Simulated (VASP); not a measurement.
# H6C2O in VASP: further runs

The runs below take H6C2O through single point, with PBE+D3(BJ).

Everything below comes from runs of VASP 6.6.1. Logs are shortened: lines on timing, memory, paths and dates and some standing lists are left out, and cuts for length are marked.

## Step 1: The structure

The cell holds a amorphous, 36 atoms: a = 7.042 Å, b = 7.042 Å, c = 7.042 Å, α = 90.00°, β = 90.00°, γ = 90.00°.

The cell was built by a generator and needn't be a form met in nature.

## Step 2: Single point, PBE+D3(BJ)

File INCAR:

```
  PREC = Accurate
  ENCUT = 520
  EDIFF = 1E-6
  ISMEAR = -1
  SIGMA = 0.02
  LREAL = Auto
  LASPH = True
  NELM = 100
  ALGO = Normal
  ISIF = 2
  LWAVE = False
  LCHARG = False
  GGA = PE
  IVDW = 12
  NBANDS = 64
```

File KPOINTS:

```
regular mesh
0
Gamma
  1 1 1
```

File POSCAR:

```
H6C2O
1.0
    7.0419250000      0.0000000000      0.0000000000
    0.0000000000      7.0419250000      0.0000000000
    0.0000000000      0.0000000000      7.0419250000
C O H
8 4 24
Direct
    0.5444960007      0.7772306578      0.4801101971
    0.4509562371      0.6500637255      0.3330197354
   -0.0004544212      0.3960280747      0.8920004118
    0.0000426020      0.5871547908      0.9568974393
    1.0634308090      0.0407132993      0.5542802572
    0.9759831296      0.2112206534      0.4301238653
    0.5105422168      0.2074290766      0.7958903283
    0.4931464053      0.0747948892      0.9546253333
    0.5847832801      0.5543228592      0.2042055262
   -0.1744125363      0.6967271023      0.9306546150
    1.1205174721      0.2580544382      0.2757626643
    0.5769019125      0.1315691377      1.1250616841
    0.5560695406      0.4336172282      0.1713025913
    0.3411993169      0.5450782279      0.4067637755
    0.3785470592      0.7671907895      0.2509967090
    0.5953059710      0.7204138073      0.6208529628
    0.6457609247      0.8616819975      0.4214330599
    0.4087376676      0.8542124490      0.5128995268
   -0.2506842944      0.6744604636      1.0361087345
    0.0562062220      0.6330087299      1.0925421671
    0.1022731710      0.6650596250      0.8575780060
    0.1299360615      0.3359734732      0.8524089649
   -0.0679359692      0.2922212321      0.9747334713
   -0.0723665759      0.3886863322      0.7664097530
    1.1091143402      0.4006574907      0.2524735779
    0.8357941898      0.1631230097      0.3860308083
    0.9532762703      0.3401910699      0.5237204316
    1.0041146419      0.0847353529      0.7060427369
    1.0000532525     -0.0944628067      0.5174721401
    1.2150086802      0.0702080752      0.5706820223
    0.7032026044      0.1720126244      1.0711275681
    0.3440962521      0.0608356380      1.0117829997
    0.5119054804     -0.0767829819      0.9300581872
    0.3939973800      0.2359156055      0.6942845884
    0.5322266284      0.3543349297      0.8929518562
    0.6151726978      0.1495045744      0.6977921520
```

Potentials or basis: VASP PAW PBE potentials, release 64 (C, O, H).

Run with:

```sh
cat potpaw_PBE.64/C/POTCAR potpaw_PBE.64/O/POTCAR potpaw_PBE.64/H/POTCAR > POTCAR
mpirun -np 1 vasp_gam > vasp.out
```

OUTCAR:

```text
PREC = Accurate
   ENCUT = 520
   EDIFF = 1E-6
   ISMEAR = -1
   LREAL = Auto
   LASPH = True
   NELM = 100
   ISIF = 2
   GGA = PE
   IVDW = 12
 IVDW          = 12

 ion  position               nearest neighbor table
   1  0.544  0.777  0.480-  17 1.02  18 1.12  16 1.13   2 1.52
   2  0.451  0.650  0.333-  15 1.13  14 1.19   9 1.47   1 1.52
   3  1.000  0.396  0.892-  24 1.02  23 1.05  22 1.05   4 1.42
   4  0.000  0.587  0.957-  20 1.08  21 1.14   3 1.42  10 1.46
   5  0.063  0.041  0.554-  29 1.08  30 1.09  28 1.19   6 1.61
   6  0.976  0.211  0.430-  26 1.09  27 1.13  11 1.53   5 1.61
   7  0.511  0.207  0.796-  36 1.09  34 1.11  35 1.25   8 1.46
   8  0.493  0.075  0.955-  33 1.09  32 1.13  12 1.40   7 1.46
   9  0.585  0.554  0.204-  13 0.90   2 1.47
  10  0.826  0.697  0.931-  19 0.93   4 1.46
  11  0.121  0.258  0.276-  25 1.02   6 1.53
  12  0.577  0.132  0.125-  31 1.01   8 1.40
  13  0.556  0.434  0.171-   9 0.90
  14  0.341  0.545  0.407-   2 1.19
  15  0.379  0.767  0.251-   2 1.13
  16  0.595  0.720  0.621-   1 1.13
  17  0.646  0.862  0.421-   1 1.02
  18  0.409  0.854  0.513-   1 1.12
[... 16 lines left out ...]
  35  0.532  0.354  0.893-   7 1.25
  36  0.615  0.150  0.698-   7 1.09

  LATTYP: Found a simple cubic cell.
 ALAT       =     7.0419250000

  Lattice vectors:

 A1 = (   7.0419250000,   0.0000000000,   0.0000000000)
 A2 = (   0.0000000000,   7.0419250000,   0.0000000000)
 A3 = (   0.0000000000,   0.0000000000,   7.0419250000)

Analysis of symmetry for initial positions (statically):
=====================================================================
 Subroutine PRICEL returns:
 Original cell was already a primitive cell.

 Routine SETGRP: Setting up the symmetry group for a
 simple cubic supercell.

 Subroutine GETGRP returns: Found  1 space group operations
 (whereof  1 operations were pure point group operations)
 out of a pool of 48 trial point group operations.

The static configuration has the point symmetry C_1 .

Analysis of symmetry for dynamics (positions and initial velocities):
=====================================================================
 Subroutine PRICEL returns:
 Original cell was already a primitive cell.

 Routine SETGRP: Setting up the symmetry group for a
 simple cubic supercell.

 Subroutine GETGRP returns: Found  1 space group operations
 (whereof  1 operations were pure point group operations)
 out of a pool of 48 trial point group operations.

The dynamic configuration has the point symmetry C_1 .

 Subroutine INISYM returns: Found  1 space group operations
 (whereof  1 operations are pure point group operations),
 and found     1 'primitive' translations

----------------------------------------------------------------------------------------

                                     Primitive cell

  volume of cell :     349.2000

  direct lattice vectors                    reciprocal lattice vectors
     7.041925000  0.000000000  0.000000000     0.142006625  0.000000000  0.000000000
     0.000000000  7.041925000  0.000000000     0.000000000  0.142006625  0.000000000
     0.000000000  0.000000000  7.041925000     0.000000000  0.000000000  0.142006625

  length of vectors
     7.041925000  7.041925000  7.041925000     0.142006625  0.142006625  0.142006625

  position of ions in fractional coordinates (direct lattice)
     0.544496001  0.777230658  0.480110197
     0.450956237  0.650063725  0.333019735
     0.999545579  0.396028075  0.892000412
     0.000042602  0.587154791  0.956897439
     0.063430809  0.040713299  0.554280257
     0.975983130  0.211220653  0.430123865
[... 28 lines left out ...]
     0.532226628  0.354334930  0.892951856
     0.615172698  0.149504574  0.697792152

  ion indices of the primitive-cell ions
   primitive index   ion index
                 1           1
                 2           2
                 3           3
                 4           4
                 5           5
                 6           6
[... 28 lines left out ...]
                35          35
                36          36

----------------------------------------------------------------------------------------

 KPOINTS: regular mesh

Automatic generation of k-mesh.
 Grid dimensions read from file:
 generate k-points for:    1    1    1

 Generating k-lattice:

  Cartesian coordinates                     Fractional coordinates (reciprocal lattice)
     0.142006625  0.000000000  0.000000000     1.000000000  0.000000000  0.000000000
     0.000000000  0.142006625  0.000000000     0.000000000  1.000000000  0.000000000
     0.000000000  0.000000000  0.142006625     0.000000000  0.000000000  1.000000000

  Length of vectors
     0.142006625  0.142006625  0.142006625

  Shift w.r.t. Gamma in fractional coordinates (k-lattice)
     0.000000000  0.000000000  0.000000000

 Subroutine IBZKPT returns following result:
 ===========================================

 Found      1 irreducible k-points:

 Following reciprocal coordinates:
            Coordinates               Weight
  0.000000  0.000000  0.000000      1.000000
   k-points           NKPTS =      1   k-points in BZ     NKDIM =      1   number of bands    NBANDS=     64
   number of dos      NEDOS =    301   number of ions     NIONS =     36
   total plane-waves  NPLWV = 157464
   dimension x,y,z NGX =    54 NGY =   54 NGZ =   54
   dimension x,y,z NGXF=   108 NGYF=  108 NGZF=  108
   ions per type =               8   4  24
   NGX,Y,Z   is equivalent  to a cutoff of  12.75, 12.75, 12.75 a.u.
   NGXF,Y,Z  is equivalent  to a cutoff of  25.50, 25.50, 25.50 a.u.
 SYSTEM =  unknown system
   PREC   = accura    normal or accurate (medium, high low for compatibility)
   ISTART =      0    job   : 0-new  1-cont  2-samecut
   ICHARG =      2    charge: 1-file 2-atom 10-const
   ISPIN  =      1    spin polarized calculation?
   LNONCOLLINEAR =      F non collinear calculations
   LSORBIT =      F    spin-orbit coupling
   LASPH  =      T    aspherical Exc in radial PAW
   ENCUT  =  520.0 eV  38.22 Ry    6.18 a.u.  13.09 13.09 13.09*2*pi/ulx,y,z
   NELM   =    100;   NELMIN=  2; NELMDL= -5     # of ELM steps
   EDIFF  = 0.1E-05   stopping-criterion for ELM
   LREAL  =      T    real-space projection
   EDIFFG = 0.1E-04   stopping-criterion for IOM
   NSW    =      0    number of steps for IOM
   IBRION =     -1    ionic relax: 0-MD 1-quasi-New 2-CG
   NFREE  =      0    steps in history (QN), initial steepest desc. (CG)
   ISIF   =      2    stress and relaxation
   ISYM   =      2    0-nonsym 1-usesym 2-fastsym
   POTIM  = 0.5000    time-step for ionic-motion
   TEBEG  =    0.0;   TEEND  =   0.0 temperature during run
   PSTRESS=    0.0 pullay stress
   NELECT =      80.0000    total number of electrons
   NUPDOWN=      -1.0000    fix difference up-down
   EMIN   =  10.00;   EMAX   =-10.00  energy-range for DOS
   EFERMI =   0.00;   METHOD = LEGACY
   ISMEAR =    -1;   SIGMA  =   0.02  broadening in eV -4-tet -1-fermi 0-gaus
   EFERMI_NEDOS =   21; number of points for ismear=-14 and -15
   IALGO  =     38    algorithm
   IMIX   =      4    mixing-type and parameters
     AMIX     =   0.40;   BMIX     =  1.00
     AMIX_MAG =   1.60;   BMIX_MAG =  1.00
  volume/ion in A,a.u.               =       9.70        65.46
  Fermi-wavevector in a.u.,A,eV,Ry     =   1.001721  1.892978 13.652697  1.003445
  Thomas-Fermi vector in A             =   2.134161
   LORBIT       =      0    0 simple, 1 ext, 2 COOP (PROOUT), +10 PAW based schemes
   GGA     = PE    functional components
   LHFCALC =     F    Hartree Fock is set to
   AEXX    =    0.0000 exact exchange contribution
   IVDW    =    12    specifies the selected vdW correction
   LEPSILON=     F    determine dielectric tensor
   LRPA    =     F    only Hartree local field effects (RPA)
 non-spin polarized calculation
  energy-cutoff  :      520.00
  volume of cell :      349.20
 maximum number of plane-waves:      4718
 NGX is ok and might be reduce to    54
   NGX = 27   NGY = 27   NGZ = 27

 number of electron      79.9999999 magnetization

 Free energy of the ion-electron system (eV)
  ---------------------------------------------------
  ext. energy  EPLUGINS =         0.00000000
  ---------------------------------------------------
  free energy    TOTEN  =      -184.27282567 eV

  energy without entropy =     -184.27282567  energy(sigma->0) =     -184.27282567

 E-fermi :  -2.1137     XC(G=0):  -6.9138

 val. band max:       -2.6741177710   @ k =   0.0000   0.0000   0.0000
 cond. band min:       2.3523588888   @ k =   0.0000   0.0000   0.0000
 fundamental gap:      5.0264766598
 Fermi energy:        -2.1136572506

 k-point     1 :       0.0000    0.0000    0.0000
  band No.  band energies     occupation
      1     -22.6513      2.00000
      2     -22.1726      2.00000
      3     -21.5492      2.00000
      4     -21.1810      2.00000
      5     -15.7950      2.00000
      6     -15.4304      2.00000
[... 44 lines left out ...]
     51       5.5371      0.00000
     52       5.8652      0.00000
 [bands above 52 left out]

------------------------ aborting loop because EDIFF is reached ----------------------------------------

 Edisp (eV)   -1.45700

 E8    (eV) :    -0.3183

  FORCE on cell =-STRESS in cart. coord.  units (eV):
  Direction    XX          YY          ZZ          XY          YZ          ZX
  --------------------------------------------------------------------------------------
  -------------------------------------------------------------------------------------
  Total       2.74794     1.24599     2.21965     3.83962     0.15589     5.02660
  in kB      12.60791     5.71675    10.18406    17.61671     0.71525    23.06273
  external pressure =        9.50 kB  Pullay stress =        0.00 kB

 VOLUME and BASIS-vectors are now :
 -----------------------------------------------------------------------------
  energy-cutoff  :      520.00
  volume of cell :      349.20
      direct lattice vectors                 reciprocal lattice vectors
     7.041925000  0.000000000  0.000000000     0.142006625  0.000000000  0.000000000
     0.000000000  7.041925000  0.000000000     0.000000000  0.142006625  0.000000000
     0.000000000  0.000000000  7.041925000     0.000000000  0.000000000  0.142006625

 POSITION                                       TOTAL-FORCE (eV/Angst)
 -----------------------------------------------------------------------------------
      3.83430      5.47320      3.38090        -2.991645     -2.210083      2.593927
      3.17560      4.57770      2.34510        -0.458896     -0.684835     -0.137788
      7.03872      2.78880      6.28140        -0.075505     -1.500581      0.816489
      0.00030      4.13470      6.73840         0.879745      4.711758     -1.237860
      0.44667      0.28670      3.90320        -1.993309      3.691976      1.767886
      6.87280      1.48740      3.02890         2.207274     -0.357549      0.770093
[... 28 lines left out ...]
      3.74790      2.49520      6.28810         0.271365     -1.898842     -2.651230
      4.33200      1.05280      4.91380         1.106197      0.911766      0.056374
 -----------------------------------------------------------------------------------
    total drift:                               -0.002787     -0.011833     -0.010218

  FREE ENERGIE OF THE ION-ELECTRON SYSTEM (eV)
  ---------------------------------------------------
  free  energy   TOTEN  =      -185.7298288187 eV

  energy  without entropy=     -185.7298288187  energy(sigma->0) =     -185.72982882
```

It took 74 s on 1 thread of Intel Xeon Platinum 8375C at 2.90GHz (Ice Lake), shared host; peak memory 0.34 GiB.

Results:

| Property | Result |
| --- | --- |
| Free energy | -185.7298 eV |
| Pressure | 1.0 GPa |
| Largest force | 5.806 eV/Å |
| Band gap on the k mesh | 5.03 eV, direct |
| Dispersion energy per atom | -0.040 eV |

Forces on the atoms (eV/Å):
```
C   -2.992 -2.210  2.594
C   -0.459 -0.685 -0.138
C   -0.076 -1.501  0.816
C    0.880  4.712 -1.238
C   -1.993  3.692  1.768
C    2.207 -0.358  0.770
C    0.251  2.706  0.514
C   -5.067 -2.430  1.461
O    0.771  4.737  1.909
O    1.907 -0.132 -2.197
O   -1.774  1.356  1.010
O    3.306  1.283 -0.315
H   -1.466 -4.318 -0.653
H    1.432  1.198 -1.202
H   -0.218 -1.263 -0.244
H   -0.089 -0.225 -0.985
H    1.994  2.095 -1.349
H    1.051  0.503  0.373
H   -1.827 -0.652  2.214
H    0.249 -0.643  0.955
H   -0.534 -0.339  0.582
H    1.938 -0.319  0.125
H   -0.713 -1.068  1.471
H   -1.780  0.277 -2.693
H    0.003 -1.921  0.249
H   -0.183  0.178 -0.884
H    0.344 -0.702 -0.791
H    0.616 -1.145 -1.674
H    0.562 -0.525 -0.182
H    0.047 -0.849 -0.444
H   -0.464 -0.298  1.416
H   -0.067  0.451 -0.845
H    1.083 -0.346 -0.638
H   -0.320 -0.271  0.840
H    0.271 -1.899 -2.651
H    1.106  0.912  0.056
```

A hybrid or GW would open this gap; PBE tends to underestimate it.

(Continued in part 2 of 2.)
